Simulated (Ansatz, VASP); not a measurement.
This is a calculation of Cs for Ansatz 0.2.0.

File input.yaml:

```yaml
crystal:
  lattice:
    - [-2.75007546, 2.75007546, 4.09723898]
    - [2.75007546, -2.75007546, 4.09723898]
    - [2.75007546, 2.75007546, -4.09723898]
  atoms:
    - { symbol: Cs, position: [0.0, 0.0, 0.0] }
hamiltonian:
  xc: pbe
  pseudopotentials: { kind: paw }
kpoints:
  mp_grid: { grid: [7, 7, 7] }
scf:
  occupations: { method: fermi_dirac, width: 0.05 }
output:
  forces: true
  stress: true
  eigenvalues: true
```

Potentials or basis: Ansatz PAW.

The run is started by

```console
$ ansatz run input.yaml --threads 2 --pin off --max-ram 5120MiB --backend cpu --events-out ev --progress --plain --runs-dir out
```

Q: Set up the same calculation for VASP 6.6.1. Potentials there: VASP PAW PBE potentials, release 64 (Cs_sv).

A: As run (the cutoff follows the program's own potentials):

Contents of INCAR:

```
SYSTEM = Cs
  PREC = Accurate
  ENCUT = 520
  EDIFF = 1E-7
  ISMEAR = -1
  SIGMA = 0.05
  LREAL = .False.
  LASPH = .True.
  NELM = 100
  ALGO = Normal
  ISIF = 2
  LWAVE = .False.
  LCHARG = .True.
  GGA = PE
  LELF = .True.
  LVHAR = .True.
  NBANDS = 10
```

Contents of KPOINTS:

```
Automatic mesh
0
Gamma
  7 7 7
  0 0 0
```

Contents of POSCAR:

```
Cs
1.0
   -2.7500754600      2.7500754600      4.0972389800
    2.7500754600     -2.7500754600      4.0972389800
    2.7500754600      2.7500754600     -4.0972389800
Cs
1
Direct
    0.0000000000      0.0000000000      0.0000000000
```

Potentials or basis: VASP PAW PBE potentials, release 64 (Cs_sv).

Launch:

```sh
$ cat potpaw_PBE.64/Cs_sv/POTCAR > POTCAR
$ mpirun -np 1 vasp_std > vasp.out
```

Both were run:

|  | VASP | Ansatz | Ansatz less VASP |
| --- | --- | --- | --- |
| gap on the k mesh at the Fermi level (eV) | none | none | - |
| pressure (GPa) | -0.1 | -0.1 | +0.01 |

A gap of «none» marks a metal or a gap that the smearing closes.

The runs have no spin-orbit coupling, so splittings on Cs are missing.
